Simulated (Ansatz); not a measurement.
# SnO2 (1T monolayer): the G0W0 gap against the k mesh

Wanted: mesh convergence of the gap correction in SnO2 (1T monolayer).

Program: Ansatz 0.2.0. Level of theory: G0W0 on PBEsol, plane waves, PAW; PAW set soft_1. Results are calculated unless marked as measured.

Most raw output is cut from this account.

## (1) The starting structure

The cell holds 3 atoms: 1 Sn and 2 O. Its edges and angles: a = 3.191 Å, b = 3.191 Å, c = 27.200 Å, α = 90.0°, β = 90.0°, γ = 120.0°. Vacuum lies along c.

The structure was relaxed with PBEsol. The runs that relaxed it are not among those shown. The Coulomb interaction is cut off across the vacuum.

## (2) The 3×3×1 mesh

G0W0 replaces the xc potential by the self-energy, built once from these orbitals. Only a window of levels is corrected, while the sums run over the empty bands that the input names. This step takes PAW set soft_1 files.

Contents of input.yaml:

```yaml
crystal:
  lattice:
    - [3.1913106965, 0.0, 0.0]
    - [-1.5956553482, 2.7637561345, 0.0]
    - [0.0, 0.0, 27.2]
  atoms:
    - { symbol: Sn, position: [0.0, 0.0, 0.5] }
    - { symbol: O, position: [0.3333333333, 0.6666666667, 0.5369635201] }
    - { symbol: O, position: [0.6666666667, 0.3333333333, 0.4630364799] }
  periodic: [true, true, false]
kpoints:
  mp_grid: { grid: [3, 3, 1] }
hamiltonian:
  xc: pbesol
  pseudopotentials: { kind: paw, azcp: { folder: soft_1 }, xc_functional: pbe }
scf:
  occupations: { method: fixed }
gw:
  n_empty_bands: 216
  ecut_chi: 54.0
  qp_bands: [v2, c2]
  qp_kpoints: band_edges
  screening: { model: contour_deformation }
```

Started as:

```
ansatz run input.yaml --threads 4 --pin off --max-ram 17510MiB --backend cpu --events-out ev --progress --plain --runs-dir out
```

The job ended after 7.4 s (4 threads of Arm Neoverse V1, shared host; peak memory 0.85 GiB; 27 s of CPU time).

This step gave:

- bands summed: 229
- plane waves in the screening matrix: 183
- q-points in the mesh: 9
- G0W0 gap on the mesh: 5.060 eV
- k of the valence top: 0.3333, 0.3333, 0
- k of the conduction bottom: 0, 0, 0
- starting gap on the mesh: 2.916 eV
- Z at the valence top: 0.7396
- Z at the conduction bottom: 0.8036
- least direct G0W0 gap on the computed points: 5.513 eV

The gap on the mesh goes from 2.92 eV to 5.06 eV, a correction of +2.14 eV. Between the two edge states, bare exchange in place of the xc potential would open the gap by 9.52 eV, and correlation takes back 7.39 eV.

## (3) The 6×6×1 mesh

Only the mesh changes. It samples the long-range screening, which converges on its own terms.

input.yaml, as its differences from that of step 2:

```diff
@@ -11,3 +11,3 @@
 kpoints:
-  mp_grid: { grid: [3, 3, 1] }
+  mp_grid: { grid: [6, 6, 1] }
 hamiltonian:
```

Wall time 30 s (4 threads); peak memory 1.1 GiB; 1.9 min of CPU time.

This step gave:

| Property | Result |
| --- | --- |
| bands summed | 229 |
| plane waves in the screening matrix | 183 |
| q-points in the mesh | 36 |
| G0W0 gap on the mesh | 5.232 eV |
| k of the valence top | 0.1667, 0.3333, 0 |
| k of the conduction bottom | 0, 0, 0 |
| starting gap on the mesh | 2.820 eV |
| Z at the valence top | 0.7521 |
| Z at the conduction bottom | 0.8250 |
| least direct G0W0 gap on the computed points | 5.758 eV |

Against the run with 3×3×1 mesh, 216 empty bands, screening to 54 eV, PAW set soft_1 files, the gap moves by +0.17 eV, while the start moved by −0.10 eV. A band edge is found at another k point on this mesh.

## (4) The 9×9×1 mesh

input.yaml, as its differences from that of step 3:

```diff
@@ -11,3 +11,3 @@
 kpoints:
-  mp_grid: { grid: [6, 6, 1] }
+  mp_grid: { grid: [9, 9, 1] }
 hamiltonian:
```

Run time: 1.8 min. Hardware: 4 threads; peak memory 1.1 GiB; 6.8 min of CPU time.

Numbers from this step:

```
bands summed                                 : 229
plane waves in the screening matrix          : 183
G0W0 gap on the mesh                         : 5.215 eV
k of the valence top                         : 0.2222, 0.2222, 0
k of the conduction bottom                   : 0, 0, 0
starting gap on the mesh                     : 2.803 eV
least direct G0W0 gap on the computed points : 5.756 eV
```

Against the run with 6×6×1 mesh, 216 empty bands, screening to 54 eV, PAW set soft_1 files, the gap moves by −0.017 eV. A band edge is found at another k point on this mesh.

## (5) The meshes together

Times are wall times on 4 threads of Arm Neoverse V1, shared host, good to a factor of about two.

```
 mesh  points  irreducible  start (eV)  G0W0 (eV)  shift (eV)  mean of 1 + 4πα/V (set by the cell height)     time
3×3×1       9            3       2.916      5.060      +2.143                                        1.53    7.4 s
6×6×1      36            7       2.820      5.232      +2.412                                        1.43     30 s
9×9×1      81           12       2.803      5.215      +2.412                                        1.42  1.8 min
```

## (6) Results

* 3×3×1: 5.060 eV (shift +2.143)
* 6×6×1: 5.232 eV (shift +2.412)
* 9×9×1: 5.215 eV (shift +2.412)
* settings: PBEsol start, 216 empty bands, 54 eV

What this shows: The shift is +2.14 eV on 3×3×1 and +2.41 eV on 9×9×1. On 9×9×1 the edges lie at (0.222, 0.222, 0.000) and Γ, on 6×6×1 at (0.167, 0.333, 0.000) and Γ, so these two shifts belong to different pairs of states. The mean of 1 + 4πα/V (set by the cell height) ranges from 1.42 to 1.53 and ends at 1.42. The starting gap changes too, by 0.11 eV, since the meshes hold different points and converge the density differently. From 9 to 81 points the time grows 14-fold. Bands and cutoff are modest here, so the values stand off the basis limit. The mesh in the plane is coarse for a sheet; gap and any exciton binding can still move on denser ones. The many-body steps are scalar-relativistic: spin-orbit coupling is not in them.

[Paths, hosts, dates, memory and timing lines, banners, echoed tables and standing remarks are left out of the program output.]

[Logs are printed without paths, hosts, clocks, repeated set-up lines and the standing remarks that a program may print on its own settings, such as how far it seeks lower states.]

[Runs of the session that timed out or met a known fault of the program may be left out.]

[Cells called generated may have been cut or substituted from an entry of the Crystallography Open Database or the Materials Project.]

[Hosts, paths, dates, database ids (printed as entryN), source tags and the programs' standing remarks are cut or masked in the printed files.]
